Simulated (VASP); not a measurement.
Sb:

```xyz
2
Lattice="3.1224 0.0000 0.0000 0.0000 4.3475 0.0000 -0.0389 0.0000 4.4059" Properties=species:S:1:pos:R:3 pbc="T T T"
Sb    3.0573    3.2606    3.3433
Sb    0.0262    1.0869    1.0625
```

This isn't the form of Sb at room conditions, which is rhombohedral.

| Quantity | Value |
| --- | --- |
| Program | VASP 6.6.1 |
| Task | relaxation of cell and atoms |
| Functional | LDA |
| Potentials or basis | VASP PAW LDA potentials, release 64 (Sb) |
| Cutoff | 600 eV |
| k mesh | 14 × 10 × 10 |
| Occupations | gaussian, width 0.1 eV |
| Spin | no spin polarisation |

At the start: pressure -3.2 GPa; volume 29.90 Å³/atom.

Q: How do energy, volume and symmetry change on relaxing?

A: Over 20 steps the energy falls by 22.0 meV/atom and the volume is 28.20 Å³/atom (-5.7 %); space group Pm-3m (No. 221, to 0.05 Å).

Step by step:
```tsv
step	energy change (eV)	largest force (eV/Å)	pressure (GPa)	volume (Å³)
1	0.0000	0.0867	-3.21	59.81
2	-0.0251	0.2154	2.20	54.76
3	-0.0364	0.1712	0.06	56.47
4	-0.0389	0.1377	0.06	56.43
5	-0.0423	0.0451	0.14	56.30
6	-0.0431	0.0242	-0.16	56.53
7	-0.0433	0.0257	-0.06	56.45
8	-0.0434	0.0229	0.04	56.36
9	-0.0434	0.0219	0.12	56.29
10	-0.0435	0.0216	0.12	56.30
11	-0.0436	0.0226	0.09	56.33
12	-0.0436	0.0309	0.03	56.39
13	-0.0437	0.0283	0.04	56.37
14	-0.0437	0.0258	-0.02	56.43
15	-0.0438	0.0224	-0.10	56.49
16	-0.0438	0.0189	-0.07	56.47
17	-0.0439	0.0082	0.00	56.40
18	-0.0438	0.0148	0.16	56.27
19	-0.0439	0.0033	0.05	56.37
20	-0.0440	0.0033	0.01	56.40
```

Final structure:
```
Sb
1.0
     3.04708    0.00000    0.01290
     0.00000    4.30160    0.00000
    -0.01972    0.00000    4.30289
Sb
2
Cartesian
  3.0301 3.2262 3.2406
  -0.0027 1.0754 1.0752
```
